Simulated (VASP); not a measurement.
## ZnO (zincite): relaxation of cell and atoms with PBEsol

ZnO (zincite):

```
Zn O
1.0
     3.24931    0.00000    0.00000
    -1.62465    2.81398    0.00000
     0.00000    0.00000    5.20571
Zn O
2 2
Direct
  0.33333 0.66667 0.50000
  0.66667 0.33333 0.00000
  0.66667 0.33333 0.37901
  0.33333 0.66667 0.87901
```

```
Program                : VASP 6.6.1
Task                   : relaxation of cell and atoms
Functional             : PBEsol
Potentials or basis    : VASP PAW PBE potentials, release 64 (Zn, O)
Cutoff                 : 600 eV
k mesh                 : 9 × 9 × 5
Occupations            : gaussian, width 0.03 eV
Spin                   : no spin polarisation
Further INCAR settings : ALGO = Normal; EDIFF = 1e-06; IBRION = 2; EDIFFG = -0.01; NSW = 90; ISIF = 3
```

```
Relaxed volume                         : 11.84 Å³/atom
Relaxed cell                           : a = 3.236 Å, b = 3.236 Å, c = 5.222 Å, α = 90.00°, β = 90.00°, γ = 120.00°
Space group after relaxing (to 0.05 Å) : P6_3mc (No. 186)
Energy gained by relaxing              : 0.4 meV/atom
Ionic steps                            : 8
Pressure after relaxing                : 0.0 GPa
Band gap on the k mesh                 : 0.68 eV, direct
```

Step by step:
```tsv
step	energy change (eV)	largest force (eV/Å)	pressure (GPa)	volume (Å³)
1	0.0000	0.0651	-0.66	47.60
2	-0.0014	0.0326	0.43	47.26
3	-0.0016	0.0060	0.06	47.35
4	-0.0016	0.0081	0.18	47.34
5	-0.0017	0.0182	-0.09	47.40
6	-0.0017	0.0143	-0.05	47.38
7	-0.0017	0.0104	0.00	47.37
8	-0.0017	0.0004	0.04	47.36
```

Final structure:
```
Zn O
1.0
     3.23614    0.00000    0.00000
    -1.61807    2.80258    0.00000
     0.00000    0.00000    5.22172
Zn O
2 2
Cartesian
  0.0000 1.8684 2.6108
  1.6181 0.9342 5.2216
  1.6181 0.9342 1.9792
  0.0000 1.8684 4.5900
```

Levels at points of the mesh, in eV from the valence-band top:
```
           k point  band 15  band 16  band 17  band 18  band 19  band 20  band 21  band 22
(0.00, 0.00, 0.00)    -0.81    -0.09     0.00     0.00     0.68     5.14     8.09    12.80
```

Wall time 110 s on 1 thread of Intel(R) Xeon(R) Platinum 8488C (Sapphire Rapids) (shared host), peak memory 0.19 GiB.

Caveat: the PAW data sets were made with another functional, which shifts forces and pressure a little. Expect the measured gap to be larger: semilocal functionals such as PBEsol lack the derivative discontinuity.
